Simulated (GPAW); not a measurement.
## Hf2N and the effect of the functional

```cif
data_structure
_symmetry_space_group_name_H-M 'P4_2/mnm'
_symmetry_Int_Tables_number 136
_cell_length_a 5.3131
_cell_length_b 5.3131
_cell_length_c 3.2421
_cell_angle_alpha 90.000
_cell_angle_beta 90.000
_cell_angle_gamma 90.000
_cell_volume 91.52
loop_
_atom_site_label
_atom_site_type_symbol
_atom_site_symmetry_multiplicity
_atom_site_Wyckoff_symbol
_atom_site_fract_x
_atom_site_fract_y
_atom_site_fract_z
_atom_site_occupancy
Hf1 Hf 4 f 0.20446 0.79554 0.50000 1
N1 N 2 a 0.50000 0.50000 0.50000 1
```

The cell comes from a database or a generator and needn't be the stable form of this composition.

Kept alike: task band structure; k mesh 4 × 4 × 6; occupations fermi-dirac, width 0.05 eV; no spin polarisation. Program: GPAW, potentials by row: the program's PAW data sets (release 1.2.1) made for this functional (LDA); PAW data sets generated for this functional (PBEsol); GPAW PAW data sets (gpaw-data 1.2.1) (r2SCAN on files made for PBE), cutoff 800 eV. The mesh is that of the run's cell of 6 atoms. No spin-orbit coupling.

| run | pressure (GPa) |
| --- | --- |
| A | -1.71 |
| B | -7.37 |
| C | 2.17 |

Pressure is positive in compression; the values hold the error of the finite cutoff, so their zero can differ a little from the energy's minimum. For a metal such a mesh leaves the last digits unconverged.

**Question.** The runs differ in the functional (and the potentials named above) alone: LDA; PBEsol; r2SCAN. Which run is which?

**Answer.** Run A is PBEsol; run B is LDA; run C is r2SCAN. The pressure runs from -7.37 (LDA) to 2.17 GPa (r2SCAN).
